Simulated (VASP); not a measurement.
# Hf3B in VASP: a series of runs

Runs on Hf3B. Level: PBEsol. Tasks: single point.

Program: VASP 6.6.1. These are calculated values, not measurements. Logs are shortened: lines on timing, memory, paths and dates and some standing lists are left out, and cuts for length are marked.

## Step 1: The structure

The cell holds a slab with vacuum, 4 atoms: a = 3.124 Å, b = 3.124 Å, c = 24.102 Å, α = 90.00°, β = 90.00°, γ = 120.00°.

## Step 2: Single point, PBEsol (clean slab, lower half held)

File INCAR:

```
SYSTEM = Hf
  PREC = Accurate
  ENCUT = 520
  EDIFF = 1E-7
  ISMEAR = 0
  SIGMA = 0.1
  LREAL = .FALSE.
  LASPH = .TRUE.
  NELM = 100
  ALGO = Fast
  ISIF = 2
  LWAVE = .FALSE.
  LCHARG = .FALSE.
  LDIPOL = .TRUE.
  IDIPOL = 3
  DIPOL = 0.5 0.5 0.494
  GGA = PS
  NBANDS = 22
```

File KPOINTS:

```
regular mesh
0
G
  9 9 1
  0 0 0
```

File POSCAR:

```
Hf
1.0
    3.1240671824      0.0000000000      0.0000000000
   -1.5620335912      2.7055215431      0.0000000000
    0.0000000000      0.0000000000     22.1015803460
Hf
3
Direct
    0.6666666667      0.3333333333      0.3845878832
    0.3333333333      0.6666666667      0.4941289045
    0.0000000000      0.0000000000      0.6036816821
```

Potentials or basis: VASP PAW PBE potentials, release 64 (Hf_pv).

Run with:

```console
$ cat potpaw_PBE.64/Hf_pv/POTCAR > POTCAR
$ mpirun -np 1 vasp_std > vasp.out
```

OUTCAR:

```text
SYSTEM = Hf
   PREC = Accurate
   ENCUT = 520
   EDIFF = 1E-7
   ISMEAR = 0
   LREAL = .FALSE.
   LASPH = .TRUE.
   NELM = 100
   ISIF = 2
   GGA = PS

 ion  position               nearest neighbor table
   1  0.667  0.333  0.385-   2 3.02   2 3.02   2 3.02
   2  0.333  0.667  0.494-   1 3.02   1 3.02   1 3.02   3 3.02   3 3.02   3 3.02
   3  0.000  0.000  0.604-   2 3.02   2 3.02   2 3.02

  LATTYP: Found a hexagonal cell.
 ALAT       =     3.1240671824
 C/A-ratio  =     7.0746174956

  Lattice vectors:

 A1 = (   3.1240671824,   0.0000000000,   0.0000000000)
 A2 = (  -1.5620335912,   2.7055215431,   0.0000000000)
 A3 = (   0.0000000000,   0.0000000000,  22.1015803460)

Analysis of symmetry for initial positions (statically):
=====================================================================
 Subroutine PRICEL returns:
 Original cell was already a primitive cell.

 Routine SETGRP: Setting up the symmetry group for a
 hexagonal supercell.

 Subroutine GETGRP returns: Found  6 space group operations
 (whereof  6 operations were pure point group operations)
 out of a pool of 24 trial point group operations.

The static configuration has the point symmetry C_3v.

Analysis of symmetry for dynamics (positions and initial velocities):
=====================================================================
 Subroutine PRICEL returns:
 Original cell was already a primitive cell.

 Routine SETGRP: Setting up the symmetry group for a
 hexagonal supercell.

 Subroutine GETGRP returns: Found  6 space group operations
 (whereof  6 operations were pure point group operations)
 out of a pool of 24 trial point group operations.

The dynamic configuration has the point symmetry C_3v.

 Subroutine INISYM returns: Found  6 space group operations
 (whereof  6 operations are pure point group operations),
 and found     1 'primitive' translations

----------------------------------------------------------------------------------------

                                     Primitive cell

  volume of cell :     186.8077

  direct lattice vectors                    reciprocal lattice vectors
     3.124067182  0.000000000  0.000000000     0.320095549  0.184807251  0.000000000
    -1.562033591  2.705521543  0.000000000     0.000000000  0.369614503  0.000000000
     0.000000000  0.000000000 22.101580346     0.000000000  0.000000000  0.045245633

  length of vectors
     3.124067182  3.124067182 22.101580346     0.369614503  0.369614503  0.045245633

  position of ions in fractional coordinates (direct lattice)
     0.666666667  0.333333333  0.384587883
     0.333333333  0.666666667  0.494128905
     0.000000000  0.000000000  0.603681682

  ion indices of the primitive-cell ions
   primitive index   ion index
                 1           1
                 2           2
                 3           3

----------------------------------------------------------------------------------------

 KPOINTS: regular mesh

Automatic generation of k-mesh.
 Grid dimensions read from file:
 generate k-points for:    9    9    1

 Generating k-lattice:

  Cartesian coordinates                     Fractional coordinates (reciprocal lattice)
     0.035566172  0.020534139  0.000000000     0.111111111  0.000000000  0.000000000
     0.000000000  0.041068278  0.000000000     0.000000000  0.111111111  0.000000000
     0.000000000  0.000000000  0.045245633     0.000000000  0.000000000  1.000000000

  Length of vectors
     0.041068278  0.041068278  0.045245633

  Shift w.r.t. Gamma in fractional coordinates (k-lattice)
     0.000000000  0.000000000  0.000000000

 Subroutine IBZKPT returns following result:
 ===========================================

 Found     12 irreducible k-points:

 Following reciprocal coordinates:
            Coordinates               Weight
  0.000000  0.000000  0.000000      1.000000
  0.111111 -0.000000  0.000000      6.000000
  0.222222  0.000000  0.000000      6.000000
  0.333333  0.000000  0.000000      6.000000
  0.444444  0.000000  0.000000      6.000000
  0.111111  0.111111  0.000000      6.000000
  0.222222  0.111111  0.000000     12.000000
  0.333333  0.111111  0.000000     12.000000
  0.444444  0.111111  0.000000      6.000000
  0.222222  0.222222  0.000000      6.000000
  0.333333  0.222222  0.000000     12.000000
  0.333333  0.333333  0.000000      2.000000
   k-points           NKPTS =     12   k-points in BZ     NKDIM =     12   number of bands    NBANDS=     22
   number of dos      NEDOS =    301   number of ions     NIONS =      3
   total plane-waves  NPLWV =  96768
   dimension x,y,z NGX =    24 NGY =   24 NGZ =  168
   dimension x,y,z NGXF=    48 NGYF=   48 NGZF=  336
   ions per type =               3
   NGX,Y,Z   is equivalent  to a cutoff of  12.77, 12.77, 12.64 a.u.
   NGXF,Y,Z  is equivalent  to a cutoff of  25.54, 25.54, 25.27 a.u.
 SYSTEM =  Hf
   PREC   = accura    normal or accurate (medium, high low for compatibility)
   ISTART =      0    job   : 0-new  1-cont  2-samecut
   ICHARG =      2    charge: 1-file 2-atom 10-const
   ISPIN  =      1    spin polarized calculation?
   LNONCOLLINEAR =      F non collinear calculations
   LSORBIT =      F    spin-orbit coupling
   LASPH  =      T    aspherical Exc in radial PAW
   ENCUT  =  520.0 eV  38.22 Ry    6.18 a.u.   5.81  5.81 41.09*2*pi/ulx,y,z
   NELM   =    100;   NELMIN=  2; NELMDL= -5     # of ELM steps
   EDIFF  = 0.1E-06   stopping-criterion for ELM
   LREAL  =      F    real-space projection
   EDIFFG = 0.1E-05   stopping-criterion for IOM
   NSW    =      0    number of steps for IOM
   IBRION =     -1    ionic relax: 0-MD 1-quasi-New 2-CG
   NFREE  =      0    steps in history (QN), initial steepest desc. (CG)
   ISIF   =      2    stress and relaxation
   ISYM   =      2    0-nonsym 1-usesym 2-fastsym
   POTIM  = 0.5000    time-step for ionic-motion
   TEBEG  =    0.0;   TEEND  =   0.0 temperature during run
   PSTRESS=    0.0 pullay stress
   NELECT =      30.0000    total number of electrons
   NUPDOWN=      -1.0000    fix difference up-down
   EMIN   =  10.00;   EMAX   =-10.00  energy-range for DOS
   EFERMI =   0.00;   METHOD = LEGACY
   ISMEAR =     0;   SIGMA  =   0.10  broadening in eV -4-tet -1-fermi 0-gaus
   EFERMI_NEDOS =   21; number of points for ismear=-14 and -15
   IALGO  =     68    algorithm
   IMIX   =      4    mixing-type and parameters
     AMIX     =   0.40;   BMIX     =  1.00
     AMIX_MAG =   1.60;   BMIX_MAG =  1.00
  volume/ion in A,a.u.               =      62.27       420.21
  Fermi-wavevector in a.u.,A,eV,Ry     =   0.889850  1.681574 10.773553  0.791834
  Thomas-Fermi vector in A             =   2.011465
   LORBIT       =      0    0 simple, 1 ext, 2 COOP (PROOUT), +10 PAW based schemes
   GGA     = PS    functional components
   LHFCALC =     F    Hartree Fock is set to
   AEXX    =    0.0000 exact exchange contribution
   IVDW    =     0    specifies the selected vdW correction
   LEPSILON=     F    determine dielectric tensor
   LRPA    =     F    only Hartree local field effects (RPA)
 non-spin polarized calculation
 RMM-DIIS sequential band-by-band and
 Gauss-broadening in eV      SIGMA  =   0.10
  energy-cutoff  :      520.00
  volume of cell :      186.81
 maximum number of plane-waves:      5058
 NGX is ok and might be reduce to    24

 dipolmoment           0.000000      0.000000      0.000009 electrons x Angstroem

 number of electron      29.9999995 magnetization

 dipolmoment           0.000000      0.000000     -0.000005 electrons x Angstroem

 Free energy of the ion-electron system (eV)
  ---------------------------------------------------
  ext. energy  EPLUGINS =         0.00000000
  ---------------------------------------------------
  free energy    TOTEN  =       -29.41943755 eV

  energy without entropy =      -29.40411527  energy(sigma->0) =      -29.41177641

 E-fermi :  -1.2163     XC(G=0):  -4.8773

 val. band max:       -1.2353665415   @ k =   0.3333   0.3333   0.0000
 cond. band min:      -1.2072075684   @ k =   0.0000   0.0000   0.0000
 fundamental gap:      0.0281589731
 Fermi energy:        -1.2163166691

 k-point     1 :       0.0000    0.0000    0.0000
  band No.  band energies     occupation
      1     -32.0778      2.00000
      2     -31.8554      2.00000
      3     -31.4224      2.00000
      4     -31.4224      2.00000
      5     -31.4151      2.00000
      6     -31.4151      2.00000
[... 14 lines left out ...]
     21       0.3629      0.00000
     22       0.3629      0.00000

 k-point     2 :       0.1111   -0.0000    0.0000
  band No.  band energies     occupation
      1     -32.0510      2.00000
      2     -31.8517      2.00000
      3     -31.5141      2.00000
      4     -31.5061      2.00000
      5     -31.4436      2.00000
      6     -31.4348      2.00000
[... 14 lines left out ...]
     21       0.5235      0.00000
     22       0.7389      0.00000

 k-point     3 :       0.2222    0.0000    0.0000
  band No.  band energies     occupation
      1     -31.9886      2.00000
      2     -31.8501      2.00000
      3     -31.7308      2.00000
      4     -31.7156      2.00000
      5     -31.4969      2.00000
      6     -31.4841      2.00000
[... 14 lines left out ...]
     21       1.2731      0.00000
     22       1.7235      0.00000
[... 176 lines left out ...]
 k-point    11 :       0.3333    0.2222    0.0000
  band No.  band energies     occupation
      1     -32.0710      2.00000
      2     -32.0127      2.00000
      3     -31.8793      2.00000
      4     -31.8003      2.00000
      5     -31.7573      2.00000
      6     -31.7492      2.00000
[... 14 lines left out ...]
     21       2.5869      0.00000
     22       2.7988      0.00000

 k-point    12 :       0.3333    0.3333    0.0000
  band No.  band energies     occupation
      1     -31.9887      2.00000
      2     -31.9295      2.00000
      3     -31.9294      2.00000
      4     -31.9077      2.00000
      5     -31.7998      2.00000
      6     -31.7998      2.00000
[... 14 lines left out ...]
     21       2.1514      0.00000
     22       3.2464      0.00000

------------------------ aborting loop because EDIFF is reached ----------------------------------------

 vacuum level on the upper side and lower side of the slab       (xc-potential included)        -0.158        -0.157

  FORCE on cell =-STRESS in cart. coord.  units (eV):
  Direction    XX          YY          ZZ          XY          YZ          ZX
  --------------------------------------------------------------------------------------
  -------------------------------------------------------------------------------------
  Total       -1.5735327     -1.5735327     -0.1829352     -0.0000000      0.0000000      0.0000000
  in kB      -13.4955837    -13.4955837     -1.5689650     -0.0000000      0.0000000      0.0000000
  external PRESSURE =      -9.5200442 kB  Pullay stress =       0.0000000 kB

 VOLUME and BASIS-vectors are now :
 -----------------------------------------------------------------------------
  energy-cutoff  :      520.00
  volume of cell :      186.81
      direct lattice vectors                 reciprocal lattice vectors
     3.124067182  0.000000000  0.000000000     0.320095549  0.184807251  0.000000000
    -1.562033591  2.705521543  0.000000000     0.000000000  0.369614503  0.000000000
     0.000000000  0.000000000 22.101580346     0.000000000  0.000000000  0.045245633

 POSITION                                       TOTAL-FORCE (eV/Angst)
 -----------------------------------------------------------------------------------
      1.56203      0.90184      8.50000         0.000000     -0.000000      0.035455
     -0.00000      1.80368     10.92103        -0.000000     -0.000000      0.001052
      0.00000      0.00000     13.34232        -0.000000      0.000000     -0.036507
 -----------------------------------------------------------------------------------
    total drift:                               -0.000000     -0.000000      0.000009

  FREE ENERGIE OF THE ION-ELECTRON SYSTEM (eV)
  ---------------------------------------------------
  free  energy   TOTEN  =       -29.4194375459 eV

  energy  without entropy=      -29.4041152684  energy(sigma->0) =      -29.41177641

 vacuum level on the upper side and lower side of the slab         3.312         3.309
```

Run time: 91 s. Hardware: 1 thread of Intel Xeon Platinum 8259CL at 2.50GHz (Skylake/Cascade Lake), shared host; peak memory 0.3 GiB.

Results:

```yaml
Free_energy: -29.4194 eV
Largest_force: 0.037 eV/Å
Band_gap_on_the_k_mesh: none (metal or under the smearing width)
```

Forces in eV/Å, atoms in the order of the input:
```
Hf   0.000  0.000  0.035
Hf   0.000  0.000  0.001
Hf   0.000  0.000 -0.037
```

Caveat: the PAW data sets were made with another functional, which shifts forces and pressure a little.

## Step 3: Single point, PBEsol

This run uses another cell than the first one: it holds 4 atoms, not 3.

File INCAR:

```
SYSTEM = Hf3B
PREC = Accurate
ENCUT = 520
EDIFF = 1E-7
ISMEAR = 0
SIGMA = 0.1
LREAL = .False.
LASPH = .True.
NELM = 100
ALGO = Normal
ISIF = 2
LWAVE = .False.
LCHARG = .True.
LDIPOL = .True.
IDIPOL = 3
DIPOL = 0.5 0.5 0.502
GGA = PS
LELF = .True.
LVHAR = .True.
LVACPOTAV = .True.
NBANDS = 24
```

File KPOINTS:

```
regular mesh
0
Gamma
  9 9 1
  0 0 0
```

File POSCAR:

```
Hf3B
1.0
    3.1240671824      0.0000000000      0.0000000000
   -1.5620335912      2.7055215431      0.0000000000
    0.0000000000      0.0000000000     24.1015803460
Hf B
3 1
Direct
    0.6666666667      0.3333333333      0.3526739690
    0.3333333333      0.6666666667      0.4511679066
    0.0000000000      0.0000000000      0.5546447270
    0.0000000000      0.0000000000      0.6504656029
```

Potentials or basis: VASP PAW PBE potentials, release 64 (Hf_pv, B).

Run with:

```console
$ cat potpaw_PBE.64/Hf_pv/POTCAR potpaw_PBE.64/B/POTCAR > POTCAR
$ mpirun -np 1 vasp_std > vasp.out
```

OUTCAR:

```text
SYSTEM = Hf3B
   PREC = Accurate
   ENCUT = 520
   EDIFF = 1E-7
   ISMEAR = 0
   LREAL = .False.
   LASPH = .True.
   NELM = 100
   ISIF = 2
   GGA = PS

 ion  position               nearest neighbor table
   1  0.667  0.333  0.353-   2 2.98   2 2.98   2 2.98
   2  0.333  0.667  0.451-   1 2.98   1 2.98   1 2.98   3 3.08   3 3.08   3 3.08
   3  0.000  0.000  0.555-   4 2.31   2 3.08   2 3.08   2 3.08
   4  0.000  0.000  0.650-   3 2.31

  LATTYP: Found a hexagonal cell.
 ALAT       =     3.1240671824
[... 514 lines left out ...]
  --------------------------------------------------------------------------------------
  -------------------------------------------------------------------------------------
  Total       -1.9671901     -1.9671901     -0.0387202      0.0000000      0.0000000      0.0000000
  in kB      -15.4717712    -15.4717712     -0.3045310      0.0000000      0.0000000      0.0000000
  external PRESSURE =     -10.4160245 kB  Pullay stress =       0.0000000 kB

 VOLUME and BASIS-vectors are now :
 -----------------------------------------------------------------------------
  energy-cutoff  :      520.00
  volume of cell :      203.71
      direct lattice vectors                 reciprocal lattice vectors
     3.124067182  0.000000000  0.000000000     0.320095549  0.184807251  0.000000000
    -1.562033591  2.705521543  0.000000000     0.000000000  0.369614503  0.000000000
     0.000000000  0.000000000 24.101580346     0.000000000  0.000000000  0.041491055

 POSITION                                       TOTAL-FORCE (eV/Angst)
 -----------------------------------------------------------------------------------
      1.56203      0.90184      8.50000         0.000000     -0.000000      0.022926
     -0.00000      1.80368     10.87386        -0.000000      0.000000     -0.017858
      0.00000      0.00000     13.36781        -0.000000      0.000000     -0.022540
      0.00000      0.00000     15.67725        -0.000000      0.000000      0.017471
 -----------------------------------------------------------------------------------
    total drift:                                0.000000      0.000000      0.000011

  FREE ENERGIE OF THE ION-ELECTRON SYSTEM (eV)
  ---------------------------------------------------
  free  energy   TOTEN  =       -33.0970312252 eV

  energy  without entropy=      -33.0712421766  energy(sigma->0) =      -33.08413670

 vacuum level on the upper side and lower side of the slab         4.163         3.217
```

Wall time 2.8 min (1 thread of Intel Xeon Platinum 8259CL at 2.50GHz (Skylake/Cascade Lake), shared host); peak memory 0.33 GiB.

What came out:

```
Free energy                     : -33.0970 eV
Largest force                   : 0.023 eV/Å
Band gap on the k mesh          : none (metal or under the smearing width)
Work function of the upper face : 5.62 eV
Work function of the lower face : 4.67 eV
```

Forces in eV/Å, atoms in the order of the input:
```
Hf   0.000  0.000  0.023
Hf   0.000  0.000 -0.018
Hf   0.000  0.000 -0.023
B    0.000  0.000  0.017
```

Caveat: the PAW data sets were made with another functional, which shifts forces and pressure a little. The run has no spin-orbit coupling, so splittings on Hf are missing.

[end of part 1 of 2]
